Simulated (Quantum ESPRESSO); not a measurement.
Input of a Quantum ESPRESSO 7.5 run:

pw.in

```
&CONTROL
  calculation = 'scf'
  prefix = 'pwscf'
  outdir = './tmp'
  pseudo_dir = './pseudo'
  tprnfor = .true.
  tstress = .true.
  disk_io = 'low'
/
&SYSTEM
  ibrav = 0
  celldm(1) = 8
  nat = 4
  ntyp = 2
  ecutwfc = 45
  ecutrho = 360
  nbnd = 26
  occupations = 'smearing'
  smearing = 'fd'
  degauss = 0.00367493
/
&ELECTRONS
  conv_thr = 8d-10
  electron_maxstep = 120
  mixing_beta = 0.5
/
ATOMIC_SPECIES
Hg   200.5920 hg_lda_v1.uspp.F.UPF
Te   127.6000 te_lda_v1.uspp.F.UPF
CELL_PARAMETERS alat
  0.7068799303766  -0.8189432879403   0.0000000000000
  0.7068799303766   0.8189432879403   0.0000000000000
  0.0000000000000   0.0000000000000   1.3696160946977
ATOMIC_POSITIONS crystal
Hg     0.6569500000    0.3430500000    0.2500000000
Hg     0.3430500000    0.6569500000    0.7500000000
Te     0.2151910000    0.7848090000    0.2500000000
Te     0.7848090000    0.2151910000    0.7500000000
K_POINTS automatic
6 6 5 0 0 0
```

bands.in

```
&CONTROL
  calculation = 'bands'
  prefix = 'pwscf'
  outdir = './tmp'
  pseudo_dir = './pseudo'
  disk_io = 'low'
  verbosity = 'high'
/
&SYSTEM
  ibrav = 0
  celldm(1) = 8
  nat = 4
  ntyp = 2
  ecutwfc = 45
  ecutrho = 360
  nbnd = 26
  occupations = 'smearing'
  smearing = 'fd'
  degauss = 0.00367493
/
&ELECTRONS
  conv_thr = 1d-08
  electron_maxstep = 120
  mixing_beta = 0.5
  diago_full_acc = .true.
  startingwfc = 'random'
/
ATOMIC_SPECIES
Hg   200.5920 hg_lda_v1.uspp.F.UPF
Te   127.6000 te_lda_v1.uspp.F.UPF
CELL_PARAMETERS alat
  0.7068799303766  -0.8189432879403   0.0000000000000
  0.7068799303766   0.8189432879403   0.0000000000000
  0.0000000000000   0.0000000000000   1.3696160946977
ATOMIC_POSITIONS crystal
Hg     0.6569500000    0.3430500000    0.2500000000
Hg     0.3430500000    0.6569500000    0.7500000000
Te     0.2151910000    0.7848090000    0.2500000000
Te     0.7848090000    0.2151910000    0.7500000000
K_POINTS crystal
60
 0.0000000000  0.0000000000  0.0000000000 1
 0.0623231057  0.0623231057  0.0000000000 1
 0.1246462115  0.1246462115  0.0000000000 1
 0.1869693172  0.1869693172  0.0000000000 1
 0.2492924229  0.2492924229  0.0000000000 1
 0.3116155286  0.3116155286  0.0000000000 1
 0.3739386344  0.3739386344  0.0000000000 1
 0.4362617401  0.4362617401  0.0000000000 1
 0.3271963051  0.4521963051  0.0000000000 1
 0.2181308701  0.4681308701  0.0000000000 1
 0.1090654350  0.4840654350  0.0000000000 1
 0.0000000000  0.5000000000  0.0000000000 1
 0.0000000000  0.5000000000  0.1250000000 1
 0.0000000000  0.5000000000  0.2500000000 1
 0.0000000000  0.5000000000  0.3750000000 1
 0.0000000000  0.5000000000  0.5000000000 1
 0.1090654350  0.4840654350  0.5000000000 1
 0.2181308701  0.4681308701  0.5000000000 1
 0.3271963051  0.4521963051  0.5000000000 1
 0.4362617401  0.4362617401  0.5000000000 1
 0.3739386344  0.3739386344  0.5000000000 1
 0.3116155286  0.3116155286  0.5000000000 1
 0.2492924229  0.2492924229  0.5000000000 1
 0.1869693172  0.1869693172  0.5000000000 1
 0.1246462115  0.1246462115  0.5000000000 1
 0.0623231057  0.0623231057  0.5000000000 1
 0.0000000000  0.0000000000  0.5000000000 1
 0.0000000000  0.0000000000  0.3750000000 1
 0.0000000000  0.0000000000  0.2500000000 1
 0.0000000000  0.0000000000  0.1250000000 1
 0.0000000000  0.0000000000  0.0000000000 1
-0.0625000000  0.0625000000  0.0000000000 1
-0.1250000000  0.1250000000  0.0000000000 1
-0.1875000000  0.1875000000  0.0000000000 1
-0.2500000000  0.2500000000  0.0000000000 1
-0.3125000000  0.3125000000  0.0000000000 1
-0.3750000000  0.3750000000  0.0000000000 1
-0.4375000000  0.4375000000  0.0000000000 1
-0.5000000000  0.5000000000  0.0000000000 1
-0.4362617401  0.5637382599  0.0000000000 1
-0.4362617401  0.5637382599  0.1250000000 1
-0.4362617401  0.5637382599  0.2500000000 1
-0.4362617401  0.5637382599  0.3750000000 1
-0.4362617401  0.5637382599  0.5000000000 1
-0.5000000000  0.5000000000  0.5000000000 1
-0.5000000000  0.5000000000  0.4000000000 1
-0.5000000000  0.5000000000  0.3000000000 1
-0.5000000000  0.5000000000  0.2000000000 1
-0.5000000000  0.5000000000  0.1000000000 1
-0.5000000000  0.5000000000  0.0000000000 1
 0.0000000000  0.0000000000  0.5000000000 1
-0.0555555556  0.0555555556  0.5000000000 1
-0.1111111111  0.1111111111  0.5000000000 1
-0.1666666667  0.1666666667  0.5000000000 1
-0.2222222222  0.2222222222  0.5000000000 1
-0.2777777778  0.2777777778  0.5000000000 1
-0.3333333333  0.3333333333  0.5000000000 1
-0.3888888889  0.3888888889  0.5000000000 1
-0.4444444444  0.4444444444  0.5000000000 1
-0.5000000000  0.5000000000  0.5000000000 1
```

Potentials or basis: GBRV 1.5 LDA.

The run is started by

```bash
$ OMP_NUM_THREADS=1 mpirun -n 2 pw.x -nk 2 -in pw.in > pw.out
$ OMP_NUM_THREADS=1 mpirun -n 2 pw.x -nk 2 -in bands.in > bands.out
```

Question: Estimate the band gap on the k mesh.

Answer: None (metal or under the smearing width).

Question: Estimate the pressure.

Answer: -4.9 GPa.

Question: What does it give for the largest force?

Answer: 0.251 eV/Å.

Forces on the atoms (eV/Å):
```
Hg   0.000 -0.011  0.000
Hg   0.000  0.011  0.000
Te   0.000 -0.251  0.000
Te   0.000  0.251  0.000
```

Caveat: spin-orbit coupling is left out, which moves the levels of the heavy elements.
